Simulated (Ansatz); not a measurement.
# InSb: the cost of one run

Method: DFT PBE, scalar-relativistic, plane waves, PAW, in Ansatz 0.2.0.

1 further run of the same task is left out (set aside as unsound or not needed).

## Step 1: The starting structure

Symmetry: F-43m, No. 216, cubic system. Conventional cell: a = 6.635 Å, b = 6.635 Å, c = 6.635 Å, α = 90.00°, β = 90.00°, γ = 90.00°. In (site symmetry -43m) has 4 Sb at 2.87 Å as nearest neighbours. Around Sb (site symmetry -43m) lie 4 In at 2.87 Å.

Structure file:

```xyz
2
Lattice="0.0000 3.3174 3.3174 3.3174 0.0000 3.3174 3.3174 3.3174 0.0000" Properties=species:S:1:pos:R:3 pbc="T T T"
In    0.0000    0.0000    0.0000
Sb    1.6587    1.6587    1.6587
```

It is the result of an earlier relaxation at this level (volume 36.51 Å³/atom; gap on the mesh: none (metal)).

## Step 2: Building the ladder chain

A free-standing chain of the crystal's atoms, periodic along c. Atoms and period relax; energies count from the bulk, -6041.2940 eV an atom.

The cell holds 2 In, 2 Sb: a = 11.700 Å, b = 9.300 Å, c = 5.171 Å, α = 90.00°, β = 90.00°, γ = 90.00°.

## Step 3: The relaxation run

Pressure and volume refer to the whole cell with its vacuum; only the period along c may change.

File input.yaml:

```yaml
crystal:
  lattice:
    - [11.7, 0.0, 0.0]
    - [0.0, 9.3, 0.0]
    - [0.0, 0.0, 5.1713537694]
  atoms:
    - { symbol: In, position: [0.3839760372, 0.5, 0.0], spin: 0.5 }
    - { symbol: Sb, position: [0.3839760372, 0.5, 0.5], spin: 0.5 }
    - { symbol: Sb, position: [0.6160239628, 0.5, 0.0], spin: 0.5 }
    - { symbol: In, position: [0.6160239628, 0.5, 0.5], spin: 0.5 }
basis:
  ecutwfc: 420
kpoints:
  mp_grid: { grid: [1, 1, 13] }
hamiltonian:
  xc: pbe
scf:
  occupations: { method: gaussian, width: 0.05 }
output:
  forces: true
  stress: true
  eigenvalues: true
  populations: true
  write_density: true
  write_potential: true
  elf: true
  volumetric_format: npy
magnetization:
  spin_polarized: true
relax:
  adjacent_minimum: "off"
  f_tol: 0.01
  max_steps: 45
  cell: { fix: [a, b, alpha, beta, gamma], stress_tol: 0.03 }
```

On the command line:

```bash
$ ansatz run input.yaml --threads 2 --pin off --max-ram 5120MiB --backend cpu --events-out ev --progress --plain --runs-dir out
```

What time and memory should one allow on 2 threads of Intel Xeon 6975P-C (Granite Rapids), shared host?

About 71 s, with a peak of 1 GiB.
